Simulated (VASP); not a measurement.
The system is Au.

```
CELL_PARAMETERS angstrom
2.74841 0.00000 0.00000
0.00000 2.74841 0.00000
0.00000 0.00000 2.74841
ATOMIC_POSITIONS crystal
Au 0.50000 0.50000 0.50000
```

The cell was built by a generator and needn't be a form met in nature.

Base run:

```yaml
Program: VASP 6.6.1
Functional: PBE
Potentials_or_basis: VASP PAW PBE potentials, release 64 (Au)
Cutoff: 520 eV
k_mesh: 10 × 10 × 10
Occupations: fermi-dirac, width 0.05 eV
Spin: no spin polarisation
```

Its results: pressure 0.0 GPa.

After a change of settings the same cell gave: pressure 8.1 GPa. Which change was it?
A. functional from PBE to PW91
B. functional from PBE to BLYP
C. functional from PBE to RPBE
D. functional from PBE to r2SCAN; further incar settings from ALGO = Fast; EDIFF = 1e-06 to ALGO = Normal; EDIFF = 1e-06

B.

BLYP binds less tightly than PBE, so the same cell stands under more pressure.

Caveats: the PAW data sets were made with another functional, which shifts forces and pressure a little (some runs).
